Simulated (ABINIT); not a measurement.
Runs of ABINIT 10.8.3 (patched build) on Pd. Symmetry: Fm-3m, No. 225, cubic system. Conventional cell: a = 3.893 Å, b = 3.893 Å, c = 3.893 Å, α = 90.00°, β = 90.00°, γ = 90.00°. Pd (site symmetry m-3m) has 12 Pd at 2.75 Å as nearest neighbours. 

```csv
task,level,potentials or basis,cell,k mesh,cutoff (eV),smearing,fine-grid cutoff,stop of the response cycle (tolvrs),q points,q points (reduced),cell freedom (optcell),gap on the mesh (eV),pressure (GPa),relaxed volume (Å³/atom)
positron lifetime,PBEsol,JTH PAW PBE v2.0,as given,8 × 8 × 8,490,cold (ABINIT) 0.136 eV,979.61 eV,-,-,-,-,none,-,-
phonons at a zone-boundary q,LDA,PseudoDojo NC SR LDA v0.4.1 standard,as given,14 × 14 × 14,1007,cold (ABINIT) 0.136 eV,-,1e-08,"["X", "L"]","[[0.5, 0.0, 0.5], [0.5, 0.5, 0.5]]",-,none,-,-
single point,PBE,PseudoDojo NC SR PBE v0.4 stringent,as given,9 × 9 × 9,1007,fermi-dirac 0.05 eV,-,-,-,-,-,none,(a),-
relaxation of cell and atoms,PBE+D3(BJ),Ansatz NC PBE,relaxed,9 × 9 × 9,1116,fermi-dirac 0.05 eV,-,-,-,-,2,none,0.0,14.69
positron lifetime,LDA,JTH PAW LDA v2.0,as given,8 × 8 × 8,490,methfessel-paxton 0.136 eV,979.61 eV,-,-,-,-,none,-,-
optical spectrum,PBE,PseudoDojo NC SR PBE v0.5 stringent,as given,"12 × 12 × 12, with 4 shifts",1007,fermi-dirac 0.2 eV,-,-,-,-,-,-,7.2,-
relaxation of cell and atoms,PBEsol,PseudoDojo NC SR PBEsol v0.4.1 standard,relaxed,9 × 9 × 9,1116,fermi-dirac 0.05 eV,-,-,-,-,2,none,0.0,14.53
single point,LDA,PseudoDojo NC SR LDA v0.4.1 standard,as given,9 × 9 × 9,1007,fermi-dirac 0.05 eV,-,-,-,-,-,none,-,-
```

Alike in all rows: no spin polarisation.

Estimate the missing entries.

(a) 5.7.

Caveats: the PAW basis is incomplete for the positron (some runs); the PAW data sets were made with another functional, which shifts forces and pressure a little (some runs); pairwise dispersion overbinds metals, which lowers pressure and volume (some runs); the intraband (Drude) term is left out (some runs); spectra need much finer meshes, so this one isn't converged (some runs).

A k mesh can miss the band edges, and the runs leave out spin-orbit coupling on Pd.

A gap of «none» marks a metal or a gap under the smearing width.

Not every run made on this cell is shown here.
